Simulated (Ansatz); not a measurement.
# Barrier of one jump, H in BP

All numbers below come from DFT PBE, scalar-relativistic, plane waves, PAW in Ansatz 0.2.0. Settings: 420 eV cutoff, 2×2×2 k-mesh, shifted by half a step, Gaussian smearing of 0.02 eV, no spin polarisation.

Host crystal, relaxed:

```
B P
1.0
     0.00000    2.27410    2.27410
     2.27410    0.00000    2.27410
     2.27410    2.27410    0.00000
B P
1 1
Cartesian
  0.0000 0.0000 0.0000
  1.1370 1.1370 1.1370
```

In a supercell of 32 host sites with charge +1, interstitial H hops to an equivalent place, moving 0.81 Å between the relaxed ends. Climbing-image nudged elastic band at fixed cell with images 0 (start) to 4 (end), the path measured over all atoms, converged to 0.05 eV/Å; the order of the saddle wasn't checked, and the small cell leaves errors of about a tenth of an eV. Zero-point motion and tunnelling, which matter for H, are left out.

Supercell rows in host cell vectors: -1 -1 3; -1 -1 -1; 3 -1 -1. H was set at (0.750, 0.750, 0.750) of the host cell.

At the relaxed start H has 1 B at 1.29 Å, 1 P at 1.50 Å.

(1) What barrier does the band give, and what surrounds the atom at the top?

## Answers

(1) 0.08 eV at image 2, where H has 1 B at 1.26 Å.

Cost: 1 run of about 5.4 core-minutes, on Arm Neoverse V1 (shared hosts).